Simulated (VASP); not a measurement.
# BN (P6_3/mmc) in VASP: band structure with PBE

Aim: the band structure of BN with PBE.

All numbers are computed with VASP 6.6.1; they aren't measurements. Logs are shortened: lines on timing, memory, paths and dates and some standing lists are left out, and cuts for length are marked.

### 1 The structure

It takes space group P6_3/mmc (No. 194, hexagonal). The conventional cell has a = 2.498 Å, b = 2.498 Å, c = 6.636 Å, α = 90.00°, β = 90.00°, γ = 120.00°. Around B (site symmetry -6m2) lie 3 N at 1.44 Å. N (site symmetry -6m2) has 3 B at 1.44 Å as nearest neighbours.

### 2 Band structure, PBE

INCAR

```
SYSTEM = BN
ALGO = Fast ; EDIFF = 1E-6
ENCUT = 520 ; GGA = PE
ISIF = 2 ; ISMEAR = 0
LASPH = .True. ; LCHARG = .False.
LREAL = .False. ; LWAVE = .False.
NELM = 100 ; PREC = Accurate
SIGMA = 0.02
```

KPOINTS

```
k-points
0
Gamma
  12 12 4
  0 0 0
```

POSCAR

```
BN
1.0
    2.4982400000      0.0000000000      0.0000000000
   -1.2491200000      2.1635393000      0.0000000000
    0.0000000000      0.0000000000      6.6357000000
B N
2 2
Direct
    0.3333333300      0.6666666700      0.2500000000
    0.6666666700      0.3333333300      0.7500000000
    0.3333333300      0.6666666700      0.7500000000
    0.6666666700      0.3333333300      0.2500000000
```

KPOINTS_OPT

```
path GMKGALHA,LM,KH
20
line-mode
reciprocal
 0.0000000000  0.0000000000  0.0000000000  G
 0.5000000000  0.0000000000  0.0000000000  M

 0.5000000000  0.0000000000  0.0000000000  M
 0.3333333333  0.3333333333  0.0000000000  K

 0.3333333333  0.3333333333  0.0000000000  K
 0.0000000000  0.0000000000  0.0000000000  G

 0.0000000000  0.0000000000  0.0000000000  G
 0.0000000000  0.0000000000  0.5000000000  A

 0.0000000000  0.0000000000  0.5000000000  A
 0.5000000000  0.0000000000  0.5000000000  L

 0.5000000000  0.0000000000  0.5000000000  L
 0.3333333333  0.3333333333  0.5000000000  H

 0.3333333333  0.3333333333  0.5000000000  H
 0.0000000000  0.0000000000  0.5000000000  A

 0.5000000000  0.0000000000  0.5000000000  L
 0.5000000000  0.0000000000  0.0000000000  M

 0.3333333333  0.3333333333  0.0000000000  K
 0.3333333333  0.3333333333  0.5000000000  H
```

Potentials or basis: VASP PAW PBE potentials, release 64 (B, N).

Launch:

```sh
$ cat potpaw_PBE.64/B/POTCAR potpaw_PBE.64/N/POTCAR > POTCAR
$ mpirun -np 1 vasp_std > vasp.out
```

OUTCAR:

```text
SYSTEM = BN
   EDIFF = 1E-6
   ENCUT = 520
   GGA = PE
   ISIF = 2
   ISMEAR = 0
   LASPH = .True.
   LREAL = .False.
   NELM = 100
   PREC = Accurate

 ion  position               nearest neighbor table
   1  0.333  0.667  0.250-   4 1.44   4 1.44   4 1.44
   2  0.667  0.333  0.750-   3 1.44   3 1.44   3 1.44
   3  0.333  0.667  0.750-   2 1.44   2 1.44   2 1.44
   4  0.667  0.333  0.250-   1 1.44   1 1.44   1 1.44

  LATTYP: Found a hexagonal cell.
 ALAT       =     2.4982400000
 C/A-ratio  =     2.6561499296

  Lattice vectors:

 A1 = (   2.4982400000,   0.0000000000,   0.0000000000)
 A2 = (  -1.2491200000,   2.1635393000,   0.0000000000)
 A3 = (   0.0000000000,   0.0000000000,   6.6357000000)

Analysis of symmetry for initial positions (statically):
=====================================================================
 Subroutine PRICEL returns:
 Original cell was already a primitive cell.

 Routine SETGRP: Setting up the symmetry group for a
 hexagonal supercell.

 Subroutine GETGRP returns: Found 24 space group operations
 (whereof 12 operations were pure point group operations)
 out of a pool of 24 trial point group operations.

The static configuration has the point symmetry D_3d.
 The point group associated with its full space group is D_6h.

Analysis of symmetry for dynamics (positions and initial velocities):
=====================================================================
 Subroutine PRICEL returns:
 Original cell was already a primitive cell.

 Routine SETGRP: Setting up the symmetry group for a
 hexagonal supercell.

 Subroutine GETGRP returns: Found 24 space group operations
 (whereof 12 operations were pure point group operations)
 out of a pool of 24 trial point group operations.

The dynamic configuration has the point symmetry D_3d.
 The point group associated with its full space group is D_6h.

 Subroutine INISYM returns: Found 24 space group operations
 (whereof 12 operations are pure point group operations),
 and found     1 'primitive' translations

----------------------------------------------------------------------------------------

                                     Primitive cell

  volume of cell :      35.8662

  direct lattice vectors                    reciprocal lattice vectors
     2.498240000  0.000000000  0.000000000     0.400281798  0.231102805  0.000000000
    -1.249120000  2.163539300  0.000000000     0.000000000  0.462205609  0.000000000
     0.000000000  0.000000000  6.635700000     0.000000000  0.000000000  0.150700002

  length of vectors
     2.498240000  2.498239996  6.635700000     0.462205608  0.462205609  0.150700002

  position of ions in fractional coordinates (direct lattice)
     0.333333330  0.666666670  0.250000000
     0.666666670  0.333333330  0.750000000
     0.333333330  0.666666670  0.750000000
     0.666666670  0.333333330  0.250000000

  ion indices of the primitive-cell ions
   primitive index   ion index
                 1           1
                 2           2
                 3           3
                 4           4

----------------------------------------------------------------------------------------

 KPOINTS: k-points

Automatic generation of k-mesh.
 Grid dimensions read from file:
 generate k-points for:   12   12    4

 Generating k-lattice:

  Cartesian coordinates                     Fractional coordinates (reciprocal lattice)
     0.033356817  0.019258567  0.000000000     0.083333333 -0.000000000  0.000000000
     0.000000000  0.038517134  0.000000000     0.000000000  0.083333333  0.000000000
     0.000000000  0.000000000  0.037675000     0.000000000  0.000000000  0.250000000

  Length of vectors
     0.038517134  0.038517134  0.037675000

  Shift w.r.t. Gamma in fractional coordinates (k-lattice)
     0.000000000  0.000000000  0.000000000

 Subroutine IBZKPT returns following result:
 ===========================================

 Found     57 irreducible k-points:

 Following reciprocal coordinates:
            Coordinates               Weight
  0.000000  0.000000  0.000000      1.000000
  0.083333 -0.000000  0.000000      6.000000
  0.166667 -0.000000  0.000000      6.000000
  0.250000 -0.000000  0.000000      6.000000
  0.333333  0.000000  0.000000      6.000000
  0.416667 -0.000000  0.000000      6.000000
[... 16 lines left out ...]
  0.250000 -0.000000  0.250000     12.000000
  0.333333  0.000000  0.250000     12.000000
 [... further k-points ...]
   k-points           NKPTS =     57   k-points in BZ     NKDIM =     57   number of bands    NBANDS=     12
   number of dos      NEDOS =    301   number of ions     NIONS =      4
   total plane-waves  NPLWV =  20000
   dimension x,y,z NGX =    20 NGY =   20 NGZ =   50
   dimension x,y,z NGXF=    40 NGYF=   40 NGZF=  100
   ions per type =               2   2
   NGX,Y,Z   is equivalent  to a cutoff of  13.31, 13.31, 12.53 a.u.
   NGXF,Y,Z  is equivalent  to a cutoff of  26.62, 26.62, 25.05 a.u.
 SYSTEM =  BN
   PREC   = accura    normal or accurate (medium, high low for compatibility)
   ISTART =      0    job   : 0-new  1-cont  2-samecut
   ICHARG =      2    charge: 1-file 2-atom 10-const
   ISPIN  =      1    spin polarized calculation?
   LNONCOLLINEAR =      F non collinear calculations
   LSORBIT =      F    spin-orbit coupling
   LASPH  =      T    aspherical Exc in radial PAW
   ENCUT  =  520.0 eV  38.22 Ry    6.18 a.u.   4.65  4.65 12.34*2*pi/ulx,y,z
   NELM   =    100;   NELMIN=  2; NELMDL= -5     # of ELM steps
   EDIFF  = 0.1E-05   stopping-criterion for ELM
   LREAL  =      F    real-space projection
   EDIFFG = 0.1E-04   stopping-criterion for IOM
   NSW    =      0    number of steps for IOM
   IBRION =     -1    ionic relax: 0-MD 1-quasi-New 2-CG
   NFREE  =      0    steps in history (QN), initial steepest desc. (CG)
   ISIF   =      2    stress and relaxation
   ISYM   =      2    0-nonsym 1-usesym 2-fastsym
   POTIM  = 0.5000    time-step for ionic-motion
   TEBEG  =    0.0;   TEEND  =   0.0 temperature during run
   PSTRESS=    0.0 pullay stress
   NELECT =      16.0000    total number of electrons
   NUPDOWN=      -1.0000    fix difference up-down
   EMIN   =  10.00;   EMAX   =-10.00  energy-range for DOS
   EFERMI =   0.00;   METHOD = LEGACY
   ISMEAR =     0;   SIGMA  =   0.02  broadening in eV -4-tet -1-fermi 0-gaus
   EFERMI_NEDOS =   21; number of points for ismear=-14 and -15
   IALGO  =     68    algorithm
   IMIX   =      4    mixing-type and parameters
     AMIX     =   0.40;   BMIX     =  1.00
     AMIX_MAG =   1.60;   BMIX_MAG =  1.00
  volume/ion in A,a.u.               =       8.97        60.51
  Fermi-wavevector in a.u.,A,eV,Ry     =   1.250891  2.363842 21.289433  1.564729
  Thomas-Fermi vector in A             =   2.384864
   LORBIT       =      0    0 simple, 1 ext, 2 COOP (PROOUT), +10 PAW based schemes
   GGA     = PE    functional components
   LHFCALC =     F    Hartree Fock is set to
   AEXX    =    0.0000 exact exchange contribution
   IVDW    =     0    specifies the selected vdW correction
   LEPSILON=     F    determine dielectric tensor
   LRPA    =     F    only Hartree local field effects (RPA)
 non-spin polarized calculation
 RMM-DIIS sequential band-by-band and
 Gauss-broadening in eV      SIGMA  =   0.02
  energy-cutoff  :      520.00
  volume of cell :       35.87
 maximum number of plane-waves:       985
 NGX is ok and might be reduce to    20
   NGX =  9   NGY =  9   NGZ = 25

 number of electron      15.9999997 magnetization

 Free energy of the ion-electron system (eV)
  ---------------------------------------------------
  ext. energy  EPLUGINS =         0.00000000
  ---------------------------------------------------
  free energy    TOTEN  =       -35.14690939 eV

  energy without entropy =      -35.14690939  energy(sigma->0) =      -35.14690939

 E-fermi :   2.4129     XC(G=0): -10.0888

 val. band max:        2.3078298859   @ k =   0.3333   0.3333   0.5000
 cond. band min:       6.5950787139   @ k =   0.5000  -0.0000   0.0000
 fundamental gap:      4.2872488280
 Fermi energy:         2.4128810154

 k-point     1 :       0.0000    0.0000    0.0000
  band No.  band energies     occupation
      1     -15.5319      2.00000
      2     -15.2366      2.00000
      3      -3.9422      2.00000
      4      -1.8140      2.00000
      5       0.9858      2.00000
      6       0.9858      2.00000
      7       1.0228      2.00000
      8       1.0228      2.00000
      9       7.5738      0.00000
     10      12.6582      0.00000
     11      13.9260      0.00000
     12      13.9754      0.00000

 k-point     2 :       0.0833   -0.0000    0.0000
  band No.  band energies     occupation
      1     -15.3951      2.00000
      2     -15.1045      2.00000
      3      -3.7545      2.00000
      4      -1.6454      2.00000
      5       0.4262      2.00000
      6       0.4587      2.00000
      7       0.7231      2.00000
      8       0.7643      2.00000
      9       7.8219      0.00000
     10      12.5671      0.00000
     11      13.7613      0.00000
     12      13.9621      0.00000

 k-point     3 :       0.1667   -0.0000    0.0000
  band No.  band energies     occupation
      1     -14.9923      2.00000
      2     -14.7157      2.00000
      3      -3.1983      2.00000
      4      -1.1499      2.00000
      5      -0.9947      2.00000
      6      -0.9551      2.00000
      7       0.0849      2.00000
      8       0.1342      2.00000
      9       8.4741      0.00000
     10      12.1708      0.00000
     11      13.3716      0.00000
     12      13.5495      0.00000
[... 286 lines left out ...]
 k-point    23 :       0.2500   -0.0000    0.2500
  band No.  band energies     occupation
      1     -14.3146      2.00000
      2     -14.1367      2.00000
      3      -2.8072      2.00000
      4      -2.7561      2.00000
      5      -2.0409      2.00000
      6      -0.6966      2.00000
      7      -0.6450      2.00000
      8      -0.6052      2.00000
      9       9.8204      0.00000
     10      11.0293      0.00000
     11      11.9245      0.00000
     12      12.9495      0.00000

 k-point    24 :       0.3333    0.0000    0.2500
  band No.  band energies     occupation
      1     -13.5044      2.00000
      2     -13.3548      2.00000
      3      -4.5925      2.00000
      4      -4.5347      2.00000
      5      -1.2773      2.00000
      6      -1.2340      2.00000
      7      -0.8941      2.00000
      8       0.3214      2.00000
      9       9.1911      0.00000
     10       9.7710      0.00000
     11      11.3142      0.00000
     12      12.6049      0.00000

 [... further k-points ...]

------------------------ aborting loop because EDIFF is reached ----------------------------------------

  FORCE on cell =-STRESS in cart. coord.  units (eV):
  Direction    XX          YY          ZZ          XY          YZ          ZX
  --------------------------------------------------------------------------------------
  -------------------------------------------------------------------------------------
  Total        1.4132363      1.4132363      0.6431323     -0.0000000     -0.0000000      0.0000000
  in kB       63.1305640     63.1305637     28.7293099     -0.0000000     -0.0000000      0.0000000
  external PRESSURE =      51.6634792 kB  Pullay stress =       0.0000000 kB

 VOLUME and BASIS-vectors are now :
 -----------------------------------------------------------------------------
  energy-cutoff  :      520.00
  volume of cell :       35.87
      direct lattice vectors                 reciprocal lattice vectors
     2.498240000  0.000000000  0.000000000     0.400281798  0.231102805  0.000000000
    -1.249120000  2.163539300  0.000000000     0.000000000  0.462205609  0.000000000
     0.000000000  0.000000000  6.635700000     0.000000000  0.000000000  0.150700002

 POSITION                                       TOTAL-FORCE (eV/Angst)
 -----------------------------------------------------------------------------------
     -0.00000      1.44236      1.65892        -0.000000      0.000000      0.000000
      1.24912      0.72118      4.97677        -0.000000     -0.000000      0.000000
     -0.00000      1.44236      4.97677         0.000000     -0.000000      0.000000
      1.24912      0.72118      1.65892        -0.000000      0.000000      0.000000
 -----------------------------------------------------------------------------------
    total drift:                               -0.000002      0.000001      0.000000

  FREE ENERGIE OF THE ION-ELECTRON SYSTEM (eV)
  ---------------------------------------------------
  free  energy   TOTEN  =       -35.1469093900 eV

  energy  without entropy=      -35.1469093900  energy(sigma->0) =      -35.14690939
```

It took 39 s on 1 thread of Intel Xeon Platinum 8488C (Sapphire Rapids), shared host; peak memory 0.17 GiB.

What came out:

| Quantity | Value |
| --- | --- |
| Free energy | -35.1469 eV |
| Pressure | 5.2 GPa |
| Band gap on the k mesh | 4.29 eV, indirect (least direct gap 4.66 eV) |
| Band gap along the path | 4.25 eV, indirect (least direct gap 4.66 eV) |

Stress tensor (GPa, compression positive):
```
6.31 0.00 0.00
0.00 6.31 0.00
0.00 0.00 2.87
```

Levels at the corners of the path, in eV from the valence-band top:
```
point  band 4  band 5  band 6  band 7  band 8  band 9  band 10  band 11  band 12
    Γ   -4.16   -1.36   -1.36   -1.32   -1.32    5.23    10.31    11.57    11.63
    M   -8.90   -4.19   -4.13   -1.49   -0.47    4.25     5.62     9.56     9.99
    M   -8.90   -4.19   -4.13   -1.49   -0.47    4.25     5.62     9.56     9.99
    K   -7.89   -7.19   -7.19   -0.12   -0.12    4.84     4.84    10.76    13.24
    K   -7.89   -7.19   -7.19   -0.12   -0.12    4.84     4.84    10.76    13.24
    Γ   -4.16   -1.36   -1.36   -1.32   -1.32    5.23    10.31    11.58    11.60
    Γ   -4.16   -1.36   -1.36   -1.32   -1.32    5.23    10.31    11.57    11.61
    A   -5.35   -1.34   -1.34   -1.34   -1.34    7.61     7.61    11.63    11.63
    A   -5.35   -1.34   -1.34   -1.34   -1.34    7.61     7.61    11.63    11.63
    L   -8.94   -4.16   -4.16   -0.96   -0.96    4.71     4.71     9.95     9.95
    L   -8.94   -4.16   -4.16   -0.96   -0.96    4.71     4.71     9.95     9.95
    H   -7.97   -7.20   -7.20   -0.04   -0.04    4.62     4.62    12.00    12.00
    H   -7.97   -7.20   -7.20   -0.04   -0.04    4.62     4.62    12.00    12.00
    A   -5.35   -1.34   -1.34   -1.34   -1.34    7.61     7.61    11.63    11.63
    L   -8.94   -4.16   -4.16   -0.96   -0.96    4.71     4.71     9.95     9.95
    M   -8.90   -4.19   -4.13   -1.49   -0.47    4.25     5.62     9.56     9.99
    K   -7.89   -7.19   -7.19   -0.12   -0.12    4.84     4.84    10.76    13.24
    H   -7.97   -7.20   -7.20   -0.04   -0.04    4.62     4.62    12.00    12.00
```

Caveat: this functional lacks dispersion, which binds the layers, so the pressure and a relaxed spacing across them are unreliable.
